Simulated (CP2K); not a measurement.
MgTe under changes of volume

One of the cells (33.761 Å³/atom); the others are scaled copies at fixed shape and fractional positions:

```
Te Mg
1.0
     4.57074    0.00000    0.00000
     2.28537    3.95837    0.00000
     2.28537    1.31946    3.73199
Te Mg
1 1
Direct
  0.25000 0.25000 0.25000
  0.00000 0.00000 0.00000
```

The cell comes from a database or a generator and needn't be the stable form of this composition.

* Program: CP2K 2026.2
* Functional: LDA
* Potentials or basis: GTH_POTENTIALS Te GTH-PADE-q6, Mg GTH-PADE-q10; TZVP-MOLOPT-PBE-GTH basis
* Density cutoff: 19048 eV
* k mesh: 7 × 7 × 7
* Occupations: fermi-dirac, width 0.01 eV
* Spin: no spin polarisation

```tsv
volume (Å³/atom)	energy over the lowest point (meV/atom)	pressure (GPa)	gap on the mesh (eV)
31.735	?	?	?
32.410	1.60	0.8	2.26
33.086	0.00	0.0	2.16
33.761	1.54	-0.7	2.08
34.436	5.91	-1.3	1.99
35.111	12.82	-1.9	1.91
35.787	22.01	-2.4	1.83
```

What does the run at 31.735 Å³/atom give?

Energy over the lowest point 6.71 meV/atom; pressure 1.7 GPa; gap on the mesh 2.36 eV.

Worked out: A Birch-Murnaghan fit of order 3 (a polynomial in V^(-2/3)) to the other rows has its minimum at 33.08 Å³/atom with B0 = V·E''(V) = 37 GPa and B' = 4.3. It gives 6.71 meV/atom at 31.735 Å³/atom, against the run's 6.71, and -dE/dV = 1.7 GPa, against 1.7. A straight line through the other rows of the gap, of slope -4.31 eV per unit of ln V (its deformation potential), extrapolates to 2.35 eV, against the run's 2.36.

Energies are extrapolated to zero smearing.

Caveats: spin-orbit coupling is left out, which moves the levels of the heavy elements; the basis of atomic orbitals isn't converged, which shifts pressures, moduli and gaps.
